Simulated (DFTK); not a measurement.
# HfC (Fm-3m) in DFTK: notebook

One crystal, HfC, is run at these levels: PBE; tasks: relaxation of cell and atoms.

All numbers are computed with DFTK 0.8.2; they aren't measurements. Logs are shortened: lines on timing, memory, paths and dates and some standing lists are left out, and cuts for length are marked.

### Step 1. Starting point

Symmetry: Fm-3m, No. 225, cubic system. Conventional cell: a = 4.650 Å, b = 4.650 Å, c = 4.650 Å, α = 90.00°, β = 90.00°, γ = 90.00°. Hf (site symmetry m-3m) has 6 C at 2.33 Å as nearest neighbours. C (site symmetry m-3m) is surrounded by 6 Hf at 2.33 Å.

### Step 2. Relaxation of cell and atoms, PBE, target pressure 5 GPa, at which the enthalpy is minimised

Contents of run.jl:

```julia
using DFTK
using PseudoPotentialData
using Unitful, UnitfulAtomic
using LinearAlgebra, Printf
include("save.jl")
disable_threading()

# lattice vectors are the columns
lattice = austrip(1u"Å") * [           0.0          2.325          2.325;
                    2.325            0.0          2.325;
                    2.325          2.325            0.0]
symbols   = [:Hf, :C]
positions = [[0.5, 0.5, 0.5],
             [0.0, 0.0, 0.0]]
pseudopotentials = PseudoFamily("dojo.nc.sr.pbe.v0_4_1.standard.upf")
elements = Dict(s => ElementPsp(s, pseudopotentials) for s in unique(symbols))
atoms    = [elements[s] for s in symbols]

build_model(lattice, positions; symmetries=true) =
    model_DFT(lattice, atoms, positions;
              functionals=PBE(),
              temperature=austrip(0.05u"eV"),
              smearing=Smearing.FermiDirac(),
              kinetic_blowup=BlowupCHV(),
              symmetries)
Ecut  = 47.0  # hartree
kgrid = [7, 7, 7]
tol   = 1e-6
to_GPa = ustrip(uconvert(u"GPa", 1u"hartree/bohr^3"))

model0 = build_model(lattice, positions)
model  = model0
basis0 = PlaneWaveBasis(model; Ecut, kgrid)
display(basis0)
results["steps"] = []
previous = Ref{Any}(nothing)
n = 2
w = 3sqrt(n)  # weight of the strain variables
pressure = 5.0 / to_GPa  # target
unpack(x) = (DFTK.voigt_strain_to_full(x[3n+1:end] / w) * lattice, [lattice \ x[3i-2:3i] for i in 1:n])

function energy_gradient(x)
    cell, pos = unpack(x)
    model = build_model(cell, pos; symmetries=model0.symmetries)
    basis = PlaneWaveBasis(model; Ecut, kgrid, basis0.fft_size)
    ρ0 = isnothing(previous[]) ? guess_density(basis) : previous[].ρ * previous[].basis.dvol / basis.dvol
    scfres = self_consistent_field(basis;
                                   tol,
                                   ρ=ρ0,
                                   nbandsalg=AdaptiveBands(model; n_bands_converge=13),
                                   callback=identity)
    previous[] = scfres
    forces = compute_forces_cart(scfres)
    G = -vcat([lattice' \ (cell' * f) for f in forces]...)
    stress = compute_stresses_cart(scfres)
    σ = (stress + pressure * I) / DFTK.voigt_strain_to_full(x[3n+1:end] / w)'
    G = vcat(G, model.unit_cell_volume * DFTK.full_stress_to_voigt((σ + σ') / 2) / w)
    @printf "step %3d  F = %.8f Ha  max force = %.5f eV/Å  p = %8.4f GPa  V = %.4f Å^3  SCF %d\n" length(results["steps"]) scfres.energies.total ustrip(auconvert(u"eV/Å", maximum(norm, forces))) (-tr(stress) / 3 * to_GPa) ustrip(auconvert(u"Å^3", model.unit_cell_volume)) scfres.n_iter
    push!(results["steps"], Dict("total" => scfres.energies.total, "cell" => rows(eachcol(cell)), "frac" => rows(pos), "forces" => rows(forces), "n_iter" => scfres.n_iter, "stress" => rows(eachrow(stress))))
    scfres.energies.total + pressure * model.unit_cell_volume, G
end

x0 = vcat([lattice * p for p in positions]..., zeros(6))
gtol = 2e-4
function bfgs(x; maxsteps, maxmove=0.3)
    H = Matrix(0.3I, length(x), length(x))  # start Hessian, hartree/bohr^2
    _, g = energy_gradient(x)
    for step in 1:maxsteps
        maximum(abs, g) < gtol && return x, true
        λ, V = eigen(Symmetric(H))
        dx = -V * ((V' * g) ./ abs.(λ))
        dx *= min(1, maxmove / maximum(abs, dx))
        x += dx
        _, gnew = energy_gradient(x)
        dg, Hdx = gnew - g, H * dx
        H += dg * dg' / dot(dg, dx) - Hdx * Hdx' / dot(dx, Hdx)
        g = gnew
    end
    x, maximum(abs, g) < gtol
end
x, relaxed = bfgs(x0; maxsteps=30)
println(relaxed ? "Gradient converged" : "Stopped without reaching the gradient tolerance")
scfres = previous[]
cell, pos = unpack(x)
println("Final lattice vectors (Å)")
display(round.(ustrip.(auconvert.(u"Å", cell')); digits=6))
println("Final reduced positions")
foreach((s, p) -> println(s, "  ", round.(p; digits=6)), symbols, pos)
results["relaxed"] = relaxed
display(scfres.energies)
@printf "Fermi level: %.6f eV\n" ustrip(auconvert(u"eV", something(scfres.εF, NaN)))
forces = compute_forces_cart(scfres)
println("Forces (eV/Å)")
for (s, f) in zip(symbols, forces)
    @printf "%-3s %12.6f %12.6f %12.6f\n" s ustrip.(auconvert.(u"eV/Å", f))...
end
stress = compute_stresses_cart(scfres)
println("Stress (GPa)")
display(round.(stress * to_GPa; digits=4))
println("Levels at the first k-point (eV): ", round.(ustrip.(auconvert.(u"eV", scfres.eigenvalues[1][1:scfres.n_bands_converge])); digits=4))
save_scf!(scfres; forces, stress)
```

Potentials or basis: dojo.nc.sr.pbe.v0_4_1.standard.upf (PBE).

Command:

```
$ julia --threads=1 run.jl  # save.jl only writes the numbers to a file and isn't shown; printed stress counts tension as positive; times include loading and compiling
```

Output:

```text
PlaneWaveBasis discretization:

    Ecut                 : 47.0 Ha
    fft_size             : (45, 45, 45), 91125 total points
    kgrid                : MonkhorstPack([7, 7, 7])
    num.   red. kpoints  : 343
    num. irred. kpoints  : 20

    Discretized Model(gga_x_pbe+gga_c_pbe, 3D):
        lattice (in Bohr)    : [0         , 4.39361   , 4.39361   ]
                               [4.39361   , 0         , 4.39361   ]
                               [4.39361   , 4.39361   , 0         ]
        unit cell volume     : 169.63 Bohr³

        atoms                : CHf
        pseudopot. family    : PseudoFamily("dojo.nc.sr.pbe.v0_4_1.standard.upf")

        num. electrons       : 16
        spin polarization    : none
        temperature          : 0.0018375 Ha
        smearing             : DFTK.Smearing.FermiDirac()

        terms                : Kinetic(, blowup=BlowupCHV())
                               AtomicLocal()
                               AtomicNonlocal()
                               Ewald(nothing)
                               PspCorrection()
                               Hartree()
                               Xc(gga_x_pbe, gga_c_pbe)
                               Entropy()
step   0  F = -62.50519200 Ha  max force = 0.00000 eV/Å  p =   0.5148 GPa  V = 25.1362 Å^3  SCF 9
step   1  F = -62.50500551 Ha  max force = 0.00000 eV/Å  p =   4.0515 GPa  V = 24.7768 Å^3  SCF 8
step   2  F = -62.50490701 Ha  max force = 0.00000 eV/Å  p =   5.0254 GPa  V = 24.6821 Å^3  SCF 7
Gradient converged
Final lattice vectors (Å)
3×3 Matrix{Float64}:
 -0.0       2.31092   2.31092
  2.31092  -0.0       2.31092
  2.31092   2.31092  -0.0
Final reduced positions
Hf  [0.5, 0.5, 0.5]
C  [-0.0, -0.0, 0.0]
Energy breakdown (in Ha):
    Kinetic             18.5791064
    AtomicLocal         -28.1877304
    AtomicNonlocal      2.5366168
    Ewald               -47.9844630
    PspCorrection       2.5223142
    Hartree             6.4826959
    Xc                  -16.4532765
    Entropy             -0.0001704

    total               -62.504907011882
Fermi level: 11.342604 eV
Forces (eV/Å)
Hf      0.000000     0.000000    -0.000000
C      -0.000000    -0.000000     0.000000
Stress (GPa)
3×3 StaticArraysCore.SMatrix{3, 3, Float64, 9} with indices SOneTo(3)×SOneTo(3):
 -5.0254   0.0     -0.0
 -0.0     -5.0254   0.0
  0.0      0.0     -5.0254
Levels at the first k-point (eV): [-49.5695, -18.0071, -18.0071, -18.0071, -0.9555, 12.4775, 12.4775, 12.4775, 12.8521, 12.8521, 12.8521, 14.9025, 14.9025]
```

Wall time 3.6 min (1 thread of Intel Xeon 6975P-C (Granite Rapids), shared host); peak memory 1.7 GiB.

What came out:

- Free energy: -1700.8452 eV
- Relaxed volume: 12.34 Å³/atom
- Relaxed cell: a = 3.268 Å, b = 3.268 Å, c = 3.268 Å, α = 60.00°, β = 60.00°, γ = 60.00°
- Space group after relaxing (to 0.05 Å): Fm-3m (No. 225)
- Pressure after relaxing: 5.0 GPa
- Band gap on the k mesh: none (metal or under the smearing width)

The path:
| step | energy change (eV) | largest force (eV/Å) | pressure (GPa) | volume (Å³) |
| --- | --- | --- | --- | --- |
| 1 | 0.0000 | 0.0000 | 0.51 | 25.14 |
| 2 | 0.0051 | 0.0000 | 4.05 | 24.78 |
| 3 | 0.0078 | 0.0000 | 5.03 | 24.68 |

Final structure:
```xyz
2
Lattice="0.0000 2.3109 2.3109 2.3109 0.0000 2.3109 2.3109 2.3109 0.0000" Properties=species:S:1:pos:R:3 pbc="T T T"
Hf    2.3109    2.3109    2.3109
C     0.0000    0.0000    0.0000
```

Levels at points of the mesh, in eV from the Fermi level:
| k point | band 6 | band 7 | band 8 | band 9 | band 10 | band 11 |
| --- | --- | --- | --- | --- | --- | --- |
| (0.00, 0.00, 0.00) | 1.13 | 1.13 | 1.13 | 1.51 | 1.51 | 1.51 |

Spin-orbit coupling is left out, which matters for the levels of Hf.

### Step 3. Relaxation of cell and atoms, PBE, target pressure 10 GPa, at which the enthalpy is minimised

run.jl: that of step 2 with these lines changed.

```diff
@@ -38,3 +38,3 @@
 w = 3sqrt(n)  # weight of the strain variables
-pressure = 5.0 / to_GPa  # target
+pressure = 10.0 / to_GPa  # target
 unpack(x) = (DFTK.voigt_strain_to_full(x[3n+1:end] / w) * lattice, [lattice \ x[3i-2:3i] for i in 1:n])
```

Potentials or basis: dojo.nc.sr.pbe.v0_4_1.standard.upf (PBE).

Command:

```
$ julia --threads=1 run.jl  # save.jl only writes the numbers to a file and isn't shown; printed stress counts tension as positive; times include loading and compiling
```

Run time: 3.5 min. Hardware: 1 thread of Intel Xeon 6975P-C (Granite Rapids), shared host; peak memory 1.8 GiB.

It converged, with:

```
Free energy                            : -1700.8233 eV
Relaxed volume                         : 12.11 Å³/atom
Relaxed cell                           : a = 3.247 Å, b = 3.247 Å, c = 3.247 Å, α = 60.00°, β = 60.00°, γ = 60.00°
Space group after relaxing (to 0.05 Å) : Fm-3m (No. 225)
Pressure after relaxing                : 10.1 GPa
Band gap on the k mesh                 : none (metal or under the smearing width)
```

The path:
| step | energy change (eV) | largest force (eV/Å) | pressure (GPa) | volume (Å³) |
| --- | --- | --- | --- | --- |
| 1 | 0.0000 | 0.0000 | 0.51 | 25.14 |
| 2 | 0.0202 | 0.0000 | 8.26 | 24.38 |
| 3 | 0.0296 | 0.0000 | 10.09 | 24.22 |

Final structure:
```
CELL_PARAMETERS angstrom
0.00000 2.29628 2.29628
2.29628 0.00000 2.29628
2.29628 2.29628 0.00000
ATOMIC_POSITIONS crystal
Hf 0.50000 0.50000 0.50000
C 0.00000 0.00000 0.00000
```

Levels at points of the mesh, in eV from the Fermi level:
| k point | band 6 | band 7 | band 8 | band 9 | band 10 | band 11 |
| --- | --- | --- | --- | --- | --- | --- |
| (0.00, 0.00, 0.00) | 1.14 | 1.14 | 1.14 | 1.51 | 1.51 | 1.51 |

### Step 4. Relaxation of cell and atoms, PBE, target pressure 20 GPa, at which the enthalpy is minimised

run.jl: that of step 3 with these lines changed.

```diff
@@ -38,3 +38,3 @@
 w = 3sqrt(n)  # weight of the strain variables
-pressure = 10.0 / to_GPa  # target
+pressure = 20.0 / to_GPa  # target
 unpack(x) = (DFTK.voigt_strain_to_full(x[3n+1:end] / w) * lattice, [lattice \ x[3i-2:3i] for i in 1:n])
```

Command:

```
$ julia --threads=1 run.jl  # save.jl only writes the numbers to a file and isn't shown; printed stress counts tension as positive; times include loading and compiling
```

Run time: 5.1 min. Hardware: 1 thread of Intel Xeon 6975P-C (Granite Rapids), shared host; peak memory 1.8 GiB.

The run converged. Its results:

```
Free energy                            : -1700.7487 eV
Relaxed volume                         : 11.71 Å³/atom
Relaxed cell                           : a = 3.211 Å, b = 3.211 Å, c = 3.211 Å, α = 60.00°, β = 60.00°, γ = 60.00°
Space group after relaxing (to 0.05 Å) : Fm-3m (No. 225)
Pressure after relaxing                : 20.0 GPa
Band gap on the k mesh                 : none (metal or under the smearing width)
```

Step by step:
```tsv
step	energy change (eV)	largest force (eV/Å)	pressure (GPa)	volume (Å³)
1	0.0000	0.0000	0.51	25.14
2	0.0826	0.0000	17.57	23.60
3	0.1066	0.0000	20.25	23.40
4	0.1042	0.0000	20.00	23.41
```

Final structure:
```yaml
crystal:
  lattice:
    - [0.00000, 2.27066, 2.27066]
    - [2.27066, 0.00000, 2.27066]
    - [2.27066, 2.27066, 0.00000]
  atoms:
    - { symbol: Hf, position: [0.50000, 0.50000, 0.50000] }
    - { symbol: C, position: [0.00000, 0.00000, 0.00000] }
```

Levels at points of the mesh, in eV from the Fermi level:
```tsv
k point	band 5	band 6	band 7	band 8	band 9	band 10	band 11	band 12
(0.00, 0.00, 0.00)	-12.58	1.15	1.15	1.15	1.50	1.50	1.50	3.70
```

### Step 5. For comparison

An earlier run on the cell as given: functional PBEsol; potentials or basis dojo.nc.sr.pbesol.v0_4_1.standard.upf (PBEsol); cutoff 1116 eV; k mesh 10 × 10 × 10; occupations fermi-dirac, width 0.05 eV; no spin polarisation.

- Pressure: -6.2 GPa
- Band gap on the k mesh: none (metal or under the smearing width)

### Step 6. Overview

```tsv
task	level	potentials or basis	cell	k mesh	cutoff (eV)	kinetic blow-up at the cutoff (BlowupCHV)	most ionic steps	gradient tolerance	gap on the mesh (eV)	pressure (GPa)
relaxation of cell and atoms	PBE	dojo.nc.sr.pbe.v0_4_1.standard.upf (PBE)	relaxed to 5 GPa	7 × 7 × 7	1279	yes	30	0.0002 Ha/bohr	none	5.0
relaxation of cell and atoms	PBE	dojo.nc.sr.pbe.v0_4_1.standard.upf (PBE)	relaxed to 10 GPa	7 × 7 × 7	1279	yes	30	0.0002 Ha/bohr	none	10.1
relaxation of cell and atoms	PBE	dojo.nc.sr.pbe.v0_4_1.standard.upf (PBE)	relaxed to 20 GPa	7 × 7 × 7	1279	yes	30	0.0002 Ha/bohr	none	20.0
single point	PBEsol	dojo.nc.sr.pbesol.v0_4_1.standard.upf (PBEsol)	as given	10 × 10 × 10	1116	-	-	-	none	-6.2
```

Alike in all rows: no spin polarisation; smearing fermi-dirac 0.05 eV.

Absolute energies hang on the potentials; compare differences alone.
